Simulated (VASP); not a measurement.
Set up this calculation in VASP 6.6.1, as the native input.

| Quantity | Value |
| --- | --- |
| Task | relaxation of cell and atoms |
| Functional | rSCAN |
| Potentials or basis | VASP PAW PBE potentials, release 64 (Bi_d) |
| Cutoff | 600 eV |
| k mesh | 9 × 9 × 9 |
| Occupations | methfessel-paxton, width 0.1 eV |
| Spin | no spin polarisation |
| Further INCAR settings | ALGO = Normal; EDIFF = 1e-06; IBRION = 2; EDIFFG = -0.02; NSW = 60; ISIF = 3 |

The structure of Bi lies in POSCAR:

```
Bi
1.0
   -1.9814305318      1.9814305318      1.9814305318
    1.9814305318     -1.9814305318      1.9814305318
    1.9814305318      1.9814305318     -1.9814305318
Bi
1
Direct
    0.0000000000      0.0000000000      0.0000000000
```

This isn't the form of Bi at room conditions, which is rhombohedral.

These files were run (other wordings do the same):

INCAR

```
ALGO = Normal
EDIFF = 1E-6
EDIFFG = -0.02
ENCUT = 600
IBRION = 2
ISIF = 3
ISMEAR = 1
LASPH = True
LCHARG = False
LMIXTAU = True
LREAL = False
LWAVE = False
METAGGA = RSCAN
NELM = 60
NSW = 60
PREC = Accurate
SIGMA = 0.1
```

KPOINTS

```
k-points
0
Gamma
  9 9 9
```

Potentials or basis: VASP PAW PBE potentials, release 64 (Bi_d).

The run is started by

```bash
$ cat potpaw_PBE.64/Bi_d/POTCAR > POTCAR
$ mpirun -np 1 vasp_std > vasp.out
```

It gave:

```
Relaxed volume                         : 31.31 Å³/atom
Relaxed cell                           : a = 3.439 Å, b = 3.439 Å, c = 3.439 Å, α = 109.47°, β = 109.47°, γ = 109.47°
Space group after relaxing (to 0.05 Å) : Im-3m (No. 229)
Energy gained by relaxing              : 0.2 meV/atom
Ionic steps                            : 3
Pressure after relaxing                : 0.0 GPa
Band gap on the k mesh                 : none (metal or under the smearing width)
```

Caveat: the PAW data sets were made with another functional, which shifts forces and pressure a little; spin-orbit coupling is left out, which moves the levels of the heavy elements.

Wall time 90 s on 1 thread of Intel(R) Xeon(R) Platinum 8488C (Sapphire Rapids) (shared host), peak memory 0.17 GiB.
